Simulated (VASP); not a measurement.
# TiTe2 (P-3m1) in VASP: a series of runs

One crystal, TiTe2, is run at these levels: PBE, PBE+D3(BJ); tasks: relaxation of shape and atoms at fixed volume, relaxation of cell and atoms.

All numbers are computed with VASP 6.6.1; they aren't measurements. Logs are shortened: lines on timing, memory, paths and dates and some standing lists are left out, and cuts for length are marked.

## Step 1: The crystal as given

It takes space group P-3m1 (No. 164, trigonal). The conventional cell has a = 3.789 Å, b = 3.789 Å, c = 6.601 Å, α = 90.00°, β = 90.00°, γ = 120.00°. Ti (site symmetry -3m) is surrounded by 6 Te at 2.77 Å. Te (site symmetry 3m) is surrounded by 3 Ti at 2.77 Å.

## Step 2: Relaxation of shape and atoms at fixed volume, PBE

The input, INCAR:

```
PREC = Accurate
ENCUT = 300
EDIFF = 1E-7
ISMEAR = 1
SIGMA = 0.1
LREAL = False
LASPH = True
NELM = 80
ALGO = Normal
ISIF = 4
LWAVE = False
LCHARG = False
GGA = PE
IBRION = 2
NSW = 40
EDIFFG = -0.01
```

The input, KPOINTS:

```
regular mesh
0
Gamma
  6 6 3
```

The input, POSCAR:

```
TiTe2                                   
1.0
    3.7891975269     -0.0000000000      0.0000000000
   -1.8945987635      3.2815413183     -0.0000000000
   -0.0000000000      0.0000000000      6.6013806685
  Ti              Te            
     1     2
Direct
     0.0000000000000000    1.0000000000000000    1.0000000000000000
     0.6666666667000030    0.3333333332999970    0.2572299828178191
     0.3333333332999970    0.6666666667000030    0.7427700171821809
```

Potentials or basis: VASP PAW PBE potentials, release 64 (Ti, Te).

Started as:

```bash
cat potpaw_PBE.64/Ti/POTCAR potpaw_PBE.64/Te/POTCAR > POTCAR
mpirun -np 1 vasp_std > vasp.out
```

OUTCAR:

```text
PREC = Accurate
   ENCUT = 300
   EDIFF = 1E-7
   ISMEAR = 1
   LREAL = False
   LASPH = True
   NELM = 80
   ISIF = 4
   GGA = PE
   IBRION = 2
   NSW = 40
   EDIFFG = -0.01

 ion  position               nearest neighbor table
   1  0.000  0.000  0.000-   2 2.77   3 2.77   2 2.77   3 2.77   2 2.77   3 2.77
   2  0.667  0.333  0.257-   1 2.77   1 2.77   1 2.77
   3  0.333  0.667  0.743-   1 2.77   1 2.77   1 2.77

  LATTYP: Found a hexagonal cell.
 ALAT       =     3.7891975269
 C/A-ratio  =     1.7421579692

  Lattice vectors:

 A1 = (   3.7891975269,   0.0000000000,   0.0000000000)
 A2 = (  -1.8945987635,   3.2815413183,   0.0000000000)
 A3 = (   0.0000000000,   0.0000000000,   6.6013806685)

Analysis of symmetry for initial positions (statically):
=====================================================================
 Subroutine PRICEL returns:
 Original cell was already a primitive cell.

 Routine SETGRP: Setting up the symmetry group for a
 hexagonal supercell.

 Subroutine GETGRP returns: Found 12 space group operations
 (whereof 12 operations were pure point group operations)
 out of a pool of 24 trial point group operations.

The static configuration has the point symmetry D_3d.

Analysis of symmetry for dynamics (positions and initial velocities):
=====================================================================
 Subroutine PRICEL returns:
 Original cell was already a primitive cell.

 Routine SETGRP: Setting up the symmetry group for a
 hexagonal supercell.

 Subroutine GETGRP returns: Found 12 space group operations
 (whereof 12 operations were pure point group operations)
 out of a pool of 24 trial point group operations.

The dynamic configuration has the point symmetry D_3d.

 Subroutine INISYM returns: Found 12 space group operations
 (whereof 12 operations are pure point group operations),
 and found     1 'primitive' translations

----------------------------------------------------------------------------------------

                                     Primitive cell

  volume of cell :      82.0843

  direct lattice vectors                    reciprocal lattice vectors
     3.789197527  0.000000000  0.000000000     0.263908121  0.152367425  0.000000000
    -1.894598763  3.281541318  0.000000000     0.000000000  0.304734850  0.000000000
     0.000000000  0.000000000  6.601380669     0.000000000  0.000000000  0.151483462

  length of vectors
     3.789197527  3.789197527  6.601380669     0.304734850  0.304734850  0.151483462

  position of ions in fractional coordinates (direct lattice)
     0.000000000  0.000000000  0.000000000
     0.666666667  0.333333333  0.257229983
     0.333333333  0.666666667  0.742770017

  ion indices of the primitive-cell ions
   primitive index   ion index
                 1           1
                 2           2
                 3           3

----------------------------------------------------------------------------------------

 KPOINTS: regular mesh

Automatic generation of k-mesh.
 Grid dimensions read from file:
 generate k-points for:    6    6    3

 Generating k-lattice:

  Cartesian coordinates                     Fractional coordinates (reciprocal lattice)
     0.043984687  0.025394571  0.000000000     0.166666667  0.000000000  0.000000000
     0.000000000  0.050789142  0.000000000     0.000000000  0.166666667  0.000000000
     0.000000000  0.000000000  0.050494487     0.000000000  0.000000000  0.333333333

  Length of vectors
     0.050789142  0.050789142  0.050494487

  Shift w.r.t. Gamma in fractional coordinates (k-lattice)
     0.000000000  0.000000000  0.000000000

 Subroutine IBZKPT returns following result:
 ===========================================

 Found     17 irreducible k-points:

 Following reciprocal coordinates:
            Coordinates               Weight
  0.000000  0.000000  0.000000      1.000000
  0.166667 -0.000000  0.000000      6.000000
  0.333333  0.000000  0.000000      6.000000
  0.500000 -0.000000  0.000000      3.000000
  0.166667  0.166667  0.000000      6.000000
  0.333333  0.166667  0.000000     12.000000
[... 9 lines left out ...]
 -0.166667  0.500000  0.333333     12.000000
  0.333333  0.333333  0.333333      4.000000
   k-points           NKPTS =     17   k-points in BZ     NKDIM =     17   number of bands    NBANDS=     12
   number of dos      NEDOS =    301   number of ions     NIONS =      3
   total plane-waves  NPLWV =  23040
   dimension x,y,z NGX =    24 NGY =   24 NGZ =   40
   dimension x,y,z NGXF=    48 NGYF=   48 NGZF=   80
   ions per type =               1   2
   NGX,Y,Z   is equivalent  to a cutoff of  10.53, 10.53, 10.07 a.u.
   NGXF,Y,Z  is equivalent  to a cutoff of  21.06, 21.06, 20.15 a.u.
 SYSTEM =  unknown system
   PREC   = accura    normal or accurate (medium, high low for compatibility)
   ISTART =      0    job   : 0-new  1-cont  2-samecut
   ICHARG =      2    charge: 1-file 2-atom 10-const
   ISPIN  =      1    spin polarized calculation?
   LNONCOLLINEAR =      F non collinear calculations
   LSORBIT =      F    spin-orbit coupling
   LASPH  =      T    aspherical Exc in radial PAW
   ENCUT  =  300.0 eV  22.05 Ry    4.70 a.u.   5.35  5.35  9.32*2*pi/ulx,y,z
   NELM   =     80;   NELMIN=  2; NELMDL= -5     # of ELM steps
   EDIFF  = 0.1E-06   stopping-criterion for ELM
   LREAL  =      F    real-space projection
   EDIFFG = -.1E-01   stopping-criterion for IOM
   NSW    =     40    number of steps for IOM
   IBRION =      2    ionic relax: 0-MD 1-quasi-New 2-CG
   NFREE  =      1    steps in history (QN), initial steepest desc. (CG)
   ISIF   =      4    stress and relaxation
   ISYM   =      2    0-nonsym 1-usesym 2-fastsym
   POTIM  = 0.5000    time-step for ionic-motion
   TEBEG  =    0.0;   TEEND  =   0.0 temperature during run
   PSTRESS=    0.0 pullay stress
   NELECT =      16.0000    total number of electrons
   NUPDOWN=      -1.0000    fix difference up-down
   EMIN   =  10.00;   EMAX   =-10.00  energy-range for DOS
   EFERMI =   0.00;   METHOD = LEGACY
   ISMEAR =     1;   SIGMA  =   0.10  broadening in eV -4-tet -1-fermi 0-gaus
   EFERMI_NEDOS =   21; number of points for ismear=-14 and -15
   IALGO  =     38    algorithm
   IMIX   =      4    mixing-type and parameters
     AMIX     =   0.40;   BMIX     =  1.00
     AMIX_MAG =   1.60;   BMIX_MAG =  1.00
  volume/ion in A,a.u.               =      27.36       184.64
  Fermi-wavevector in a.u.,A,eV,Ry     =   0.949208  1.793744 12.258800  0.900996
  Thomas-Fermi vector in A             =   2.077470
   LORBIT       =      0    0 simple, 1 ext, 2 COOP (PROOUT), +10 PAW based schemes
   GGA     = PE    functional components
   LHFCALC =     F    Hartree Fock is set to
   AEXX    =    0.0000 exact exchange contribution
   IVDW    =     0    specifies the selected vdW correction
   LEPSILON=     F    determine dielectric tensor
   LRPA    =     F    only Hartree local field effects (RPA)
 conjugate gradient relaxation of ions
 non-spin polarized calculation
 Methfessel and Paxton  Order N= 1 SIGMA  =   0.10
  energy-cutoff  :      300.00
  volume of cell :       82.08
 maximum number of plane-waves:       991
 NGX is ok and might be reduce to    24
   NGX = 11   NGY = 11   NGZ = 19

 number of electron      15.9999998 magnetization

 Free energy of the ion-electron system (eV)
  ---------------------------------------------------
  ext. energy  EPLUGINS =         0.00000000
  ---------------------------------------------------
  free energy    TOTEN  =       -16.10603654 eV

  energy without entropy =      -16.10808776  energy(sigma->0) =      -16.10672028

 E-fermi :   5.4158     XC(G=0):  -9.6423

 val. band max:        5.3228541405   @ k =   0.3333   0.0000   0.3333
 cond. band min:       5.4362373724   @ k =   0.5000  -0.0000   0.0000
 fundamental gap:      0.1133832319
 Fermi energy:         5.4157914301

 k-point     1 :       0.0000    0.0000    0.0000
  band No.  band energies     occupation
      1      -6.8969      2.00000
      2      -5.5126      2.00000
      3       0.3327      2.00000
      4       3.7258      2.00000
      5       3.7258      2.00000
      6       5.7662     -0.00001
      7       5.7810     -0.00000
      8       5.7810     -0.00000
      9       5.8304     -0.00000
     10       6.4535     -0.00000
     11       6.4535     -0.00000
     12       8.4884      0.00000

 k-point     2 :       0.1667   -0.0000    0.0000
  band No.  band energies     occupation
      1      -6.6035      2.00000
      2      -5.3594      2.00000
      3       0.6971      2.00000
      4       3.0501      2.00000
      5       3.7611      2.00000
      6       4.1847      2.00000
      7       5.1321      2.00045
      8       5.4965      0.01646
      9       5.6868     -0.00086
     10       6.4483     -0.00000
     11       6.6863     -0.00000
     12       8.0599      0.00000

 k-point     3 :       0.3333    0.0000    0.0000
  band No.  band energies     occupation
      1      -5.8476      2.00000
      2      -5.0500      2.00000
      3       1.5089      2.00000
      4       1.7234      2.00000
      5       2.3005      2.00000
      6       3.7314      2.00000
      7       4.1520      2.00000
      8       4.5068      2.00000
      9       5.5148     -0.04812
     10       6.5625     -0.00000
     11       6.7228     -0.00000
     12       8.2072      0.00000
[... 181 lines left out ...]
 k-point    16 :      -0.1667    0.5000    0.3333
  band No.  band energies     occupation
      1      -5.1828      2.00000
      2      -5.0635      2.00000
      3       1.0187      2.00000
      4       1.3894      2.00000
      5       2.9120      2.00000
      6       3.1234      2.00000
      7       3.4723      2.00000
      8       3.7347      2.00000
      9       6.0785     -0.00000
     10       6.4213     -0.00000
     11       6.6996     -0.00000
     12       7.6455      0.00000

 k-point    17 :       0.3333    0.3333    0.3333
  band No.  band energies     occupation
      1      -4.9298      2.00000
      2      -4.9298      2.00000
      3       1.5240      2.00000
      4       1.5240      2.00000
      5       1.5589      2.00000
      6       2.5504      2.00000
      7       3.5602      2.00000
      8       3.5602      2.00000
      9       6.3480     -0.00000
     10       6.4720     -0.00000
     11       6.4720     -0.00000
     12       8.0477      0.00000

------------------------ aborting loop because EDIFF is reached ----------------------------------------

  FORCE on cell =-STRESS in cart. coord.  units (eV):
  Direction    XX          YY          ZZ          XY          YZ          ZX
  --------------------------------------------------------------------------------------
  -------------------------------------------------------------------------------------
  Total        0.0029256      0.0029256      0.0013034     -0.0000000      0.0000000      0.0000000
  in kB        0.0571045      0.0571045      0.0254399     -0.0000000      0.0000000      0.0000000
  external PRESSURE =       0.0465497 kB  Pullay stress =       0.0000000 kB

 VOLUME and BASIS-vectors are now :
 -----------------------------------------------------------------------------
  energy-cutoff  :      300.00
  volume of cell :       82.08
      direct lattice vectors                 reciprocal lattice vectors
     3.789197527  0.000000000  0.000000000     0.263908121  0.152367425  0.000000000
    -1.894598763  3.281541318  0.000000000     0.000000000  0.304734850  0.000000000
     0.000000000  0.000000000  6.601380669     0.000000000  0.000000000  0.151483462

 POSITION                                       TOTAL-FORCE (eV/Angst)
 -----------------------------------------------------------------------------------
      0.00000      0.00000      0.00000        -0.000000      0.000000     -0.000000
      1.89460      1.09385      1.69807        -0.000000     -0.000000     -0.004228
     -0.00000      2.18769      4.90331         0.000000      0.000000      0.004228
 -----------------------------------------------------------------------------------
    total drift:                                0.000000      0.000000      0.000000

  FREE ENERGIE OF THE ION-ELECTRON SYSTEM (eV)
  ---------------------------------------------------
  free  energy   TOTEN  =       -16.1060365439 eV

  energy  without entropy=      -16.1080877553  energy(sigma->0) =      -16.10672028

 reached required accuracy - stopping structural energy minimisation
```

It took 15 s on 1 thread of Intel Xeon Platinum 8488C (Sapphire Rapids), shared host; peak memory 0.15 GiB.

Results:

| Quantity | Value |
| --- | --- |
| Free energy | -16.1060 eV |
| Pressure after relaxing | 0.0 GPa |
| Largest force after relaxing | 0.004 eV/Å |
| Band gap on the k mesh | none (metal or under the smearing width) |

Forces in eV/Å, atoms in the order of the input:
```
Ti   0.000  0.000  0.000
Te   0.000  0.000 -0.004
Te   0.000  0.000  0.004
```

Final structure:
```
Ti Te
1.0
     3.78920    0.00000    0.00000
    -1.89460    3.28154    0.00000
     0.00000    0.00000    6.60138
Ti Te
1 2
Direct
  0.00000 0.00000 0.00000
  0.66667 0.33333 0.25723
  0.33333 0.66667 0.74277
```

Levels at points of the mesh, in eV from the Fermi level:
| k point | band 6 | band 7 | band 8 | band 9 | band 10 | band 11 |
| --- | --- | --- | --- | --- | --- | --- |
| (0.00, 0.00, 0.00) | 0.35 | 0.37 | 0.37 | 0.41 | 1.04 | 1.04 |
| (0.50, 0.00, 0.00) | -2.37 | -1.77 | -1.08 | 0.02 | 1.09 | 1.41 |

Caveat: the relaxation stopped at its first step, so nothing moved; this functional lacks dispersion, which binds the layers, so the pressure and a relaxed spacing across them are unreliable. The run has no spin-orbit coupling, so splittings on Te are missing.

## Step 3: Relaxation of shape and atoms at fixed volume, PBE (a relaxed cell with its volume scaled by 1.02)

INCAR is that of step 2.

KPOINTS is that of step 2.

The input, POSCAR:

```
TiTe2                                   
1.0
    3.8142922816     -0.0000000000      0.0000000000
   -1.9071461408      3.3032740133     -0.0000000000
   -0.0000000000      0.0000000000      6.6450996954
  Ti              Te            
     1     2
Direct
     0.0000000000000000    1.0000000000000000    1.0000000000000000
     0.6666666667000030    0.3333333332999970    0.2572299828178191
     0.3333333332999970    0.6666666667000030    0.7427700171821809
```

Potentials or basis: VASP PAW PBE potentials, release 64 (Ti, Te).

Started as:

```bash
cat potpaw_PBE.64/Ti/POTCAR potpaw_PBE.64/Te/POTCAR > POTCAR
mpirun -np 1 vasp_std > vasp.out
```

Run time: 48 s. Hardware: 1 thread of Intel Xeon Platinum 8488C (Sapphire Rapids), shared host; peak memory 0.15 GiB.

The run converged. Its results:

```yaml
Free_energy: -16.1043 eV
Energy_gained_by_relaxing: 1.4 meV/atom
Ionic_steps: 6
Pressure_after_relaxing: -0.4 GPa
Band_gap_on_the_k_mesh: none (metal or under the smearing width)
```

Step by step:
```
step  energy change (eV)  largest force (eV/Å)  pressure (GPa)
   1              0.0000                0.1684           -1.16
   2             -0.0022                0.0957           -0.91
   3             -0.0031                0.0157           -0.63
   4             -0.0031                0.0025           -0.58
   5             -0.0038                0.0009           -0.49
   6             -0.0041                0.0010           -0.39
```

Final structure:
```yaml
crystal:
  lattice:
    - [3.80119, 0.00000, 0.00000]
    - [-1.90059, 3.29193, 0.00000]
    - [0.00000, 0.00000, 6.69099]
  atoms:
    - { symbol: Ti, position: [0.00000, 0.00000, 0.00000] }
    - { symbol: Te, position: [0.66667, 0.33333, 0.25358] }
    - { symbol: Te, position: [0.33333, 0.66667, 0.74642] }
```

Levels at points of the mesh, in eV from the Fermi level:
```tsv
k point	band 6	band 7	band 8	band 9	band 10	band 11
(0.00, 0.00, 0.00)	0.31	0.36	0.36	0.37	1.02	1.02
(0.50, 0.00, 0.00)	-2.33	-1.77	-1.04	0.03	1.08	1.39
```

Caveat: this functional lacks dispersion, which binds the layers, so the pressure and a relaxed spacing across them are unreliable. Spin-orbit coupling is left out, which matters for the levels of Te.

(Part 1 of 2 ends here.)
